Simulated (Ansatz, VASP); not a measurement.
One calculation of MgS, two programs

```
Mg S
1.0
     4.00595    0.00000    0.00000
    -2.00297    3.46925    0.00000
     0.00000    0.00000    6.40288
Mg S
2 2
Direct
  0.66667 0.33333 0.49679
  0.33333 0.66667 0.99679
  0.33333 0.66667 0.37821
  0.66667 0.33333 0.87821
```

Alike in both runs: functional PBE; dispersion D3(BJ); k mesh 6 × 6 × 4; occupations gaussian, width 0.02 eV; no spin polarisation.

Ansatz relaxed the structure, and its values are those at the end. VASP's run is a single point on that final structure, the one shown.

|  | VASP | Ansatz |
| --- | --- | --- |
| version | VASP 6.6.1 | Ansatz 0.2.0 |
| potentials or method | VASP PAW PBE potentials, release 64 (Mg, S) | scalar-relativistic, plane waves, PAW |
| plane-wave cutoff (eV) | 520 | 420 |
| valence electrons in the cell | 16 | 32 |

|  | VASP | Ansatz | Ansatz less VASP |
| --- | --- | --- | --- |
| gap on the k mesh at the Fermi level (eV) | 3.55 | 3.56 | +0.008 |
| least direct gap on the mesh (eV) | 3.55 | 3.56 | +0.008 |
| pressure (GPa) | -0.1 | 0.0 | +0.15 |

The two sets of potentials don't hold the same shells in valence.
